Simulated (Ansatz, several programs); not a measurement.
SrO, CsCl type, relaxed with PBE in Ansatz (plane waves, PAW): it is cubic, Pm-3m (No. 221); a = 3.134 Å in the conventional setting, 15.38 Å³ an atom. Sr has 8 O at 2.71 Å; O has 8 Sr at 2.71 Å. The cell was then scaled with its shape and fractional coordinates held. Simulation only: spin-unpolarised, and no claim that this is the phase found in nature.

| V (Å³/atom) | E (meV/atom) |
| --- | --- |
| 14.462 | 17.21 |
| 15.385 | 0.00 |
| 15.846 | 3.67 |
| 16.308 | 13.72 |

Question: Pass a cubic E = c₀ + c₁u + c₂u² + c₃u³, with u = V − 15.500 Å³, through these points.

Answer: c₀ = 0.25, c₁ = +4.169, c₂ = 17.353, c₃ = -2.3194 (meV and Å³).

Question: Where is the minimum, and what bulk modulus follows?

Answer: dE/du = 0 at u = -0.117, so V₀ = 15.38 Å³. B = V₀ d²E/dV² = 15.38 × (2c₂ + 6c₃u) = 15.38 × 36.339 = 559 meV/Å³, and 1 meV/Å³ is 0.16022 GPa: 90 GPa. A third-order Birch-Murnaghan fit to all five points gives 15.39 Å³ and 88 GPa.

Question: Predict the energy and the pressure at the withheld volume, 14.923 Å³.

Answer: With u = -0.577: E ≈ 4.07 meV and P = −dE/dV ≈ +2.91 GPa. The run gives 4.14 meV and, from its stress, +2.89 GPa.
